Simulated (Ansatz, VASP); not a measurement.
## Ge: VASP beside Ansatz

```xyz
4
Lattice="4.0502 0.0000 0.0000 -2.0251 3.5076 0.0000 0.0000 0.0000 6.6862" Properties=species:S:1:pos:R:3 pbc="T T T"
Ge    0.0000    2.3384    6.2657
Ge    2.0251    1.1692    2.9225
Ge    0.0000    2.3384    3.7637
Ge    2.0251    1.1692    0.4206
```

Change from the starting cell: volume scaled by 1.04.

Alike in both runs: task single point; functional PBE; k mesh 8 × 8 × 4; occupations fermi-dirac, width 0.05 eV; no spin polarisation.

```csv
,VASP,Ansatz
version,VASP 6.6.1,Ansatz 0.2.0
potentials or method,"VASP PAW PBE potentials, release 64 (Ge_d)",Ansatz PAW
plane-wave cutoff (eV),520,420
valence electrons in the cell,56,56
```

|  | VASP | Ansatz | Ansatz less VASP |
| --- | --- | --- | --- |
| gap on the k mesh at the Fermi level (eV) | 0.17 | 0.17 | -0.003 |
| least direct gap on the mesh (eV) | 0.25 | 0.25 | -0.003 |
| pressure (GPa) | 0.3 | 0.3 | +0.05 |
| largest component of the traceless stress (GPa) | 0.18 | 0.18 | +0.008 |

A k mesh can miss the band edges.
